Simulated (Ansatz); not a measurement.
# NiSi₂

Method: PBE, scalar-relativistic; collinear spin; PAW, 420 eV, 12×12×12 k-mesh, Gaussian smearing of 0.05 eV; code Ansatz; PAW files: Ansatz's generated set soft_2.

Space group Fm-3m (No. 225). a = 5.443 Å, b = 5.443 Å, c = 5.443 Å, α = 90.00°, β = 90.00°, γ = 90.00°
| atom | site | symmetry | x | y | z |
| --- | --- | --- | --- | --- | --- |
| Si | 8c | -43m | 0.2500 | 0.7500 | 0.7500 |
| Ni | 4a | m-3m | 0.0000 | 0.0000 | 0.0000 |

The chain of runs began from a cell as deposited in COD, expanded in volume. Of that entry: the entry's cell lengths or inner coordinates differ somewhat from later room-temperature determinations.

The run used a cell of 3 atoms; the mesh refers to it.

- Volume: 13.44 Å³/atom
- Band gap: zero (metallic)
- Density of states at the Fermi level: 0.29 states/(eV·atom)
- Magnetic state: non-magnetic
- Site spin moments: none
- Bader charges: Si 0.40; Ni -0.81 e
- Formation energy from the elements (0 K, uncorrected): -0.35 eV/atom
- Bulk modulus (Birch–Murnaghan): 142 GPa

**What was measured.** A cell as deposited of cubic NiSi2 (space group Fm-3m), temperature not stated, from the Crystallography Open Database (1973), has a = 5.406 Å and 13.17 Å³/atom.

**Against experiment.** PBE gives 5.443 Å and 13.44 Å³/atom, +2.1 % in volume (+0.7 % in length) from the database's cell. PBE usually overestimates volumes by a few per cent.
